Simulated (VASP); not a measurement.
# Dy (P6_3/mmc) in VASP: a series of runs, part 3 of 3

VASP 6.6.1. Earlier steps stand in the parts before.

## Step 6: Single point, PBEsol, collinear spin, ferromagnetic start

Contents of INCAR:

```
SYSTEM = Dy
PREC     = Accurate       ! precision mode
ENCUT    = 460            ! plane-wave cutoff, eV
EDIFF    = 1E-6           ! SCF threshold, eV
ISMEAR   = 1              ! smearing method
SIGMA    = 0.2            ! smearing width, eV
LREAL    = Auto         
LASPH    = .True.         ! aspherical terms in the spheres
NELM     = 100            ! most SCF steps
ALGO     = Normal         ! electronic algorithm
ISIF     = 2              ! what is computed and relaxed
LWAVE    = .False.        ! write WAVECAR
LCHARG   = .False.        ! write CHGCAR
ISPIN    = 2              ! spin polarisation
MAGMOM   = 5 5            ! initial moments
LORBIT   = 11             ! projections on sites
LMAXMIX  = 6              ! l up to which the mixer works
GGA      = PS             ! functional
ADDGRID  = .False.
```

Contents of KPOINTS:

```
regular mesh
0
Gamma
  9 9 5
  0 0 0
```

Contents of POSCAR:

```
Dy
1.0
    3.5903000000      0.0000000000      0.0000000000
   -1.7951500000      3.1092910072      0.0000000000
    0.0000000000      0.0000000000      5.6475000000
Dy
2
Direct
    0.6666666667      0.3333333333      0.7500000000
    0.3333333333      0.6666666667      0.2500000000
```

Potentials or basis: VASP PAW PBE potentials, release 64 (Dy_3), 4f in core.

On the command line:

```
$ cat potpaw_PBE.64/Dy_3/POTCAR > POTCAR
$ mpirun -np 1 vasp_std > vasp.out
```

OUTCAR:

```text
SYSTEM = Dy
   PREC = Accurate
   ENCUT = 460
   EDIFF = 1E-6
   ISMEAR = 1
   LREAL = Auto
   LASPH = .True.
   NELM = 100
   ISIF = 2
   ISPIN = 2
   LORBIT = 11
   GGA = PS

 Found     36 irreducible k-points:

 Following reciprocal coordinates:
            Coordinates               Weight
  0.000000  0.000000  0.000000      1.000000
  0.111111  0.000000  0.000000      6.000000
  0.222222 -0.000000  0.000000      6.000000
  0.333333 -0.000000  0.000000      6.000000
  0.444444 -0.000000  0.000000      6.000000
  0.111111  0.111111  0.000000      6.000000
   k-points           NKPTS =     36   k-points in BZ     NKDIM =     36   number of bands    NBANDS=     18
   number of dos      NEDOS =    301   number of ions     NIONS =      2
   total plane-waves  NPLWV =  31360
   dimension x,y,z NGX =    28 NGY =   28 NGZ =   40
   dimension x,y,z NGXF=    56 NGYF=   56 NGZF=   80
   ions per type =               2
   NGX,Y,Z   is equivalent  to a cutoff of  12.97, 12.97, 11.77 a.u.
   NGXF,Y,Z  is equivalent  to a cutoff of  25.93, 25.93, 23.55 a.u.
 SYSTEM =  Dy
   PREC   = accura    normal or accurate (medium, high low for compatibility)
   ISTART =      0    job   : 0-new  1-cont  2-samecut
   ICHARG =      2    charge: 1-file 2-atom 10-const
   ISPIN  =      2    spin polarized calculation?
   LNONCOLLINEAR =      F non collinear calculations
   LSORBIT =      F    spin-orbit coupling
   LASPH  =      T    aspherical Exc in radial PAW
   ENCUT  =  460.0 eV  33.81 Ry    5.81 a.u.   6.28  6.28  9.88*2*pi/ulx,y,z
   NELM   =    100;   NELMIN=  2; NELMDL= -5     # of ELM steps
   EDIFF  = 0.1E-05   stopping-criterion for ELM
   LREAL  =      T    real-space projection
   EDIFFG = 0.1E-04   stopping-criterion for IOM
   NSW    =      0    number of steps for IOM
   IBRION =     -1    ionic relax: 0-MD 1-quasi-New 2-CG
   NFREE  =      0    steps in history (QN), initial steepest desc. (CG)
   ISIF   =      2    stress and relaxation
   ISYM   =      2    0-nonsym 1-usesym 2-fastsym
   POTIM  = 0.5000    time-step for ionic-motion
   TEBEG  =    0.0;   TEEND  =   0.0 temperature during run
   PSTRESS=    0.0 pullay stress
   NELECT =      18.0000    total number of electrons
   NUPDOWN=      -1.0000    fix difference up-down
   EMIN   =  10.00;   EMAX   =-10.00  energy-range for DOS
   EFERMI =   0.00;   METHOD = LEGACY
   ISMEAR =     1;   SIGMA  =   0.20  broadening in eV -4-tet -1-fermi 0-gaus
   EFERMI_NEDOS =   21; number of points for ismear=-14 and -15
   IALGO  =     38    algorithm
[... 30 lines left out ...]
  free energy    TOTEN  =        -9.91118477 eV

  energy without entropy =       -9.90834935  energy(sigma->0) =       -9.91023963

 E-fermi :   3.0036     XC(G=0):  -9.9696

 val. band max:        2.9857620400   @ k =   0.4444   0.1111   0.0000
 cond. band min:       3.0155627041   @ k =   0.3333   0.1111   0.0000
 fundamental gap:      0.0298006641
 Fermi energy:         3.0036103468

 spin component 1

 k-point     1 :       0.0000    0.0000    0.0000
  band No.  band energies     occupation
      1     -20.5795      1.00000
      2     -19.9920      1.00000
      3     -19.9920      1.00000
      4     -19.8819      1.00000
      5     -19.8819      1.00000
      6     -19.8411      1.00000
[... 103 lines left out ...]
      5     -19.9139      1.00000
      6     -19.8793      1.00000
[... 10 lines left out ...]
     17       8.7276      0.00000
     18      10.0177      0.00000

 [... further k-points ...]

 spin component 2

 k-point     1 :       0.0000    0.0000    0.0000
  band No.  band energies     occupation
      1     -20.5796      1.00000
      2     -19.9921      1.00000
      3     -19.9921      1.00000
      4     -19.8820      1.00000
      5     -19.8820      1.00000
      6     -19.8411      1.00000
[... 103 lines left out ...]
      5     -19.9139      1.00000
      6     -19.8794      1.00000
[... 10 lines left out ...]
     17       8.7276      0.00000
     18      10.0176      0.00000

 [... further k-points ...]
[... 5 lines left out ...]
  --------------------------------------------------------------------------------------
  -------------------------------------------------------------------------------------
  Total       -0.7674261     -0.7674261     -0.8974095      0.0000000      0.0000000      0.0000000
  in kB      -19.5028825    -19.5028825    -22.8061979      0.0000000      0.0000000      0.0000000
  external PRESSURE =     -20.6039876 kB  Pullay stress =       0.0000000 kB

 VOLUME and BASIS-vectors are now :
 -----------------------------------------------------------------------------
  energy-cutoff  :      460.00
  volume of cell :       63.04
      direct lattice vectors                 reciprocal lattice vectors
     3.590300000  0.000000000  0.000000000     0.278528257  0.160808364  0.000000000
    -1.795150000  3.109291007  0.000000000     0.000000000  0.321616728  0.000000000
     0.000000000  0.000000000  5.647500000     0.000000000  0.000000000  0.177069500

 POSITION                                       TOTAL-FORCE (eV/Angst)
 -----------------------------------------------------------------------------------
      1.79515      1.03643      4.23562        -0.000000      0.000000      0.000000
     -0.00000      2.07286      1.41187         0.000000      0.000000      0.000000
 -----------------------------------------------------------------------------------
    total drift:                               -0.000000      0.000000     -0.000000

  FREE ENERGIE OF THE ION-ELECTRON SYSTEM (eV)
  ---------------------------------------------------
  free  energy   TOTEN  =        -9.9111847662 eV

  energy  without entropy=       -9.9083493473  energy(sigma->0) =       -9.91023963

 total charge

# of ion       s       p       d       tot
------------------------------------------
    1        0.444   6.379   1.106   7.929
    2        0.444   6.379   1.106   7.929
--------------------------------------------------
tot          0.888  12.758   2.212  15.859

 magnetization (x)

# of ion       s       p       d       tot
------------------------------------------
    1       -0.000  -0.000  -0.000  -0.000
    2       -0.000  -0.000  -0.000  -0.000
--------------------------------------------------
tot         -0.000  -0.000  -0.000  -0.000
```

OSZICAR:

```text
N       E                     dE             d eps       ncg     rms          rms(c)
DAV:   1     0.595203999845E+02    0.59520E+02   -0.77603E+03  2608   0.820E+02
DAV:   2    -0.190886256908E+01   -0.61429E+02   -0.58521E+02  2596   0.247E+02
DAV:   3    -0.475286660702E+01   -0.28440E+01   -0.26834E+01  3624   0.330E+01
DAV:   4    -0.483424289915E+01   -0.81376E-01   -0.80130E-01  3178   0.556E+00
[... 10 lines left out ...]
DAV:  15    -0.991113332256E+01   -0.20514E-03   -0.29486E-04  2872   0.613E-02    0.622E-02
DAV:  16    -0.991116524566E+01   -0.31923E-04   -0.37295E-05  3488   0.271E-02    0.342E-02
DAV:  17    -0.991118306513E+01   -0.17819E-04   -0.39180E-05  2822   0.225E-02    0.101E-02
DAV:  18    -0.991118475098E+01   -0.16859E-05   -0.67857E-06  3364   0.112E-02    0.153E-03
DAV:  19    -0.991118476624E+01   -0.15256E-07   -0.24015E-07  1380   0.323E-03
   1 F= -.99111848E+01 E0= -.99102396E+01  d E =-.283542E-02  mag=    -0.0007
```

Run time: 2 min. Hardware: 1 thread of Intel Xeon Platinum 8488C (Sapphire Rapids), shared host; peak memory 0.22 GiB.

The run converged, but some of its settings lie outside the range that counts as converged, so its numbers aren't taken as properties of the crystal.

Results:

```yaml
Free_energy: -9.9112 eV
Pressure: -2.1 GPa
Band_gap_on_the_k_mesh: none (metal or under the smearing width)
Net_moment: 0.00 μB per cell
Valence_electrons_inside_the_program's_atomic_spheres: Dy 7.93
```

Caveat: the magnetic or orbital state may not be the lowest; the PAW data sets were made with another functional, which shifts forces and pressure a little; spin-orbit coupling is left out, which moves the levels of the heavy elements; the 4f electrons are frozen in the core as for a trivalent ion, so they carry no moment and show no levels.
